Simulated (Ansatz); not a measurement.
Here is an Ansatz 0.2.0 calculation.

Contents of input.yaml:

```yaml
crystal:
  lattice:
    - [4.8126997814, 0.0, 0.0]
    - [0.0, 4.87188446, 0.0]
    - [-0.8628854487, 0.0, 4.9665942755]
  atoms:
    - { symbol: Ti, position: [0.27743526, 0.05280836, 0.21314827] }
    - { symbol: Ti, position: [0.72256474, 0.55280836, 0.28685173] }
    - { symbol: Ti, position: [0.72256474, 0.94719164, 0.78685173] }
    - { symbol: Ti, position: [0.27743526, 0.44719164, 0.71314827] }
    - { symbol: O, position: [0.06383822, 0.17696552, 0.85155674] }
    - { symbol: O, position: [0.93616178, 0.67696552, 0.64844326] }
    - { symbol: O, position: [0.93616178, 0.82303448, 0.14844326] }
    - { symbol: O, position: [0.06383822, 0.32303448, 0.35155674] }
    - { symbol: O, position: [0.44536099, 0.75763174, 0.46677186] }
    - { symbol: O, position: [0.55463901, 0.25763174, 0.03322814] }
    - { symbol: O, position: [0.55463901, 0.24236826, 0.53322814] }
    - { symbol: O, position: [0.44536099, 0.74236826, 0.96677186] }
hamiltonian:
  xc: pbe
  pseudopotentials: { kind: paw }
kpoints:
  mp_grid: { grid: [6, 6, 6] }
scf:
  occupations: { method: fermi_dirac, width: 0.05 }
output:
  forces: true
  stress: true
  eigenvalues: true
```

Potentials or basis: Ansatz PAW.

Launch:

```sh
$ ansatz run input.yaml --threads 4 --pin off --max-ram 11264MiB --backend cpu --events-out ev --progress --plain --runs-dir out
```

Q: What does it give for the largest force?

A: 0.122 eV/Å.

Q: Predict the pressure.

A: 4.1 GPa.

Q: What does it give for the band gap on the k mesh?

A: 2.30 eV, indirect (least direct gap 2.37 eV).

Stress tensor (GPa, compression positive):
```
3.97 0.00 0.01
0.00 4.10 0.00
0.01 0.00 4.23
```

Caveat: the pressure holds a Pulay correction of +0.8 GPa for the finite cutoff. As with any semilocal functional, this PBE gap is likely too small.
